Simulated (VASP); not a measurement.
# Y (I4/mmm) in VASP: further runs, part 3 of 3

VASP 6.6.1. The steps go on from the part before.

**5. Single point, LDA (strain +0.040 along x and y, +0.080 along z, atoms carried along)**

Contents of INCAR:

```
PREC = Accurate
ENCUT = 520
EDIFF = 1E-7
ISMEAR = 0
SIGMA = 0.15
LREAL = False
LASPH = True
NELM = 100
ALGO = Fast
ISIF = 2
LWAVE = False
LCHARG = True
LELF = True
LVHAR = True
NBANDS = 12
```

Contents of KPOINTS:

```
regular mesh
0
Gamma
  16 16 16
```

Contents of POSCAR:

```
Y
1.0
    0.0000000000      2.5844000000      2.6838000000
    2.5844000000      0.0000000000      2.6838000000
    2.5844000000      2.5844000000      0.0000000000
Y
1
Direct
    0.0000000000      0.0000000000      0.0000000000
```

Potentials or basis: VASP PAW LDA potentials, release 64 (Y_sv).

Started as:

```bash
cat potpaw_LDA.64/Y_sv/POTCAR > POTCAR
mpirun -np 1 vasp_std > vasp.out
```

OUTCAR:

```text
PREC = Accurate
   ENCUT = 520
   EDIFF = 1E-7
   ISMEAR = 0
   LREAL = False
   LASPH = True
   NELM = 100
   ISIF = 2

 ion  position               nearest neighbor table
   1  0.000  0.000  0.000-

  LATTYP: Found a body centered tetragonal cell.
 ALAT       =     3.6548935306
 C/A-ratio  =     1.4686063917

  Lattice vectors:

 A1 = (  -2.5844000000,   0.0000000000,   2.6838000000)
 A2 = (   2.5844000000,   0.0000000000,   2.6838000000)
 A3 = (   0.0000000000,   2.5844000000,  -2.6838000000)

Analysis of symmetry for initial positions (statically):
=====================================================================
 Subroutine PRICEL returns:
 Original cell was already a primitive cell.

 Routine SETGRP: Setting up the symmetry group for a
 body centered tetragonal supercell.

 Subroutine GETGRP returns: Found 16 space group operations
 (whereof 16 operations were pure point group operations)
 out of a pool of 16 trial point group operations.

The static configuration has the point symmetry D_4h.

[... 168 lines left out ...]
  band No.  band energies     occupation
      1     -40.2324      2.00000
      2     -20.1090      2.00000
      3     -20.1065      2.00000
      4     -20.1065      2.00000
      5      -2.1165      2.00000
      6       3.8939      0.00000
      7       4.1823      0.00000
      8       4.1823      0.00000
      9       5.6292      0.00000
     10       6.0336      0.00000
     11      11.2542      0.00000
     12      13.7773      0.00000
[... 331 lines left out ...]
 k-point    24 :      -0.0625    0.0625    0.0000
  band No.  band energies     occupation
      1     -40.2279      2.00000
      2     -20.1498      2.00000
      3     -20.1199      2.00000
      4     -20.1084      2.00000
      5      -1.8767      2.00000
      6       3.9040      0.00000
      7       4.0161      0.00000
      8       4.2909      0.00000
      9       5.6580      0.00000
     10       5.8067      0.00000
     11      11.7761      0.00000
     12      13.3617      0.00000

 [... further k-points ...]

------------------------ aborting loop because EDIFF is reached ----------------------------------------

  FORCE on cell =-STRESS in cart. coord.  units (eV):
  Direction    XX          YY          ZZ          XY          YZ          ZX
  --------------------------------------------------------------------------------------
  -------------------------------------------------------------------------------------
  Total       -1.3762329     -1.3762329     -1.6134862      0.0000000      0.0000000     -0.0000000
  in kB      -61.5039344    -61.5039344    -72.1068006      0.0000000      0.0000000     -0.0000000
  external PRESSURE =     -65.0382231 kB  Pullay stress =       0.0000000 kB

 VOLUME and BASIS-vectors are now :
 -----------------------------------------------------------------------------
  energy-cutoff  :      520.00
  volume of cell :       35.85
      direct lattice vectors                 reciprocal lattice vectors
     0.000000000  2.584400000  2.683800000    -0.193468503  0.193468503  0.186303003
     2.584400000  0.000000000  2.683800000     0.193468503 -0.193468503  0.186303003
     2.584400000  2.584400000  0.000000000     0.193468503  0.193468503 -0.186303003

 POSITION                                       TOTAL-FORCE (eV/Angst)
 -----------------------------------------------------------------------------------
      0.00000      0.00000      0.00000         0.000000      0.000000      0.000000
 -----------------------------------------------------------------------------------
    total drift:                               -0.000000     -0.000000     -0.000000

  FREE ENERGIE OF THE ION-ELECTRON SYSTEM (eV)
  ---------------------------------------------------
  free  energy   TOTEN  =        -6.7928881812 eV

  energy  without entropy=       -6.7721667980  energy(sigma->0) =       -6.78252749
```

Run time: 2.6 min. Hardware: 1 thread of Intel Xeon Platinum 8259CL at 2.50GHz (Skylake/Cascade Lake), shared host; peak memory 0.28 GiB.

Results:

| Property | Result |
| --- | --- |
| Free energy | -6.7929 eV |
| Pressure | -6.5 GPa |
| Band gap on the k mesh | none (metal or under the smearing width) |

Levels at points of the mesh, in eV from the Fermi level:
| k point | band 3 | band 4 | band 5 | band 6 | band 7 | band 8 |
| --- | --- | --- | --- | --- | --- | --- |
| (0.00, 0.00, 0.00) | -22.58 | -22.58 | -4.59 | 1.42 | 1.71 | 1.71 |
| (0.50, 0.00, 0.00) | -22.65 | -22.62 | -1.89 | 0.46 | 1.32 | 1.63 |
| (0.50, 0.50, 0.00) | -22.71 | -22.71 | -1.61 | -0.70 | 1.49 | 4.68 |
| (0.50, 0.00, 0.50) | -22.76 | -22.72 | -1.53 | -0.76 | 1.90 | 4.62 |

**6. Summary**

| cell | further INCAR settings | gap on the mesh (eV) | pressure (GPa) |
| --- | --- | --- | --- |
| strain +0.040 along x and y, +0.000 along z, atoms carried along | ALGO = Fast; EDIFF = 1e-07; NBANDS = 12 | none | -4.6 |
| strain +0.080 along x and y, +0.000 along z, atoms carried along | ALGO = Fast; EDIFF = 1e-07; NBANDS = 12 | none | -6.5 |
| strain -0.040 along x and y, +0.080 along z, atoms carried along | ALGO = Fast; EDIFF = 1e-06; NBANDS = 12 | none | -1.7 |
| strain +0.040 along x and y, +0.080 along z, atoms carried along | ALGO = Fast; EDIFF = 1e-07; NBANDS = 12 | none | -6.5 |

Alike in all rows: task single point; level LDA; potentials or basis VASP PAW LDA potentials, release 64 (Y_sv); no spin polarisation; k mesh 16 × 16 × 16; cutoff (eV) 520; smearing gaussian 0.15 eV.

Absolute energies hang on the potentials; compare differences alone.
